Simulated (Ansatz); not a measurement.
# Piezoelectric tensor of SiC

Method: Ansatz, DFT PBE, scalar-relativistic, plane waves, PAW. Settings: 420 eV plane-wave cutoff, Γ-centred 12×12×12 mesh, fixed occupations. No spin polarisation.

Relaxed structure:
```
Si C
1.0
     0.00000    2.18987    2.18987
     2.18987    0.00000    2.18987
     2.18987    2.18987    0.00000
Si C
1 1
Cartesian
  3.2848 3.2848 3.2848
  0.0000 0.0000 0.0000
```

The cell was relaxed from a distorted copy of a database structure.

Task: Give the relaxed-ion proper piezoelectric stress tensor e_iJ (C/m², Voigt columns xx yy zz yz xz xy).

Result:
```
x    0.000  0.000  0.000 -0.082  0.000  0.000
y    0.000  0.000  0.000  0.000 -0.082  0.000
z    0.000  0.000  0.000  0.000  0.000 -0.082
```
Signs follow the orientation of the cell as given.

Task: With the elastic constants (GPa, Voigt order)
```
383.6 127.5 127.5   0.0   0.0   0.0
127.5 383.6 127.5   0.0   0.0   0.0
127.5 127.5 383.6   0.0   0.0   0.0
  0.0   0.0   0.0 239.5   0.0   0.0
  0.0   0.0   0.0   0.0 239.5   0.0
  0.0   0.0   0.0   0.0   0.0 239.5
```
find the strain coefficients d = e·C⁻¹ (pC/N).

Result:
```
x    0.00  0.00  0.00 -0.34  0.00  0.00
y    0.00  0.00  0.00  0.00 -0.34  0.00
z    0.00  0.00  0.00  0.00  0.00 -0.34
```
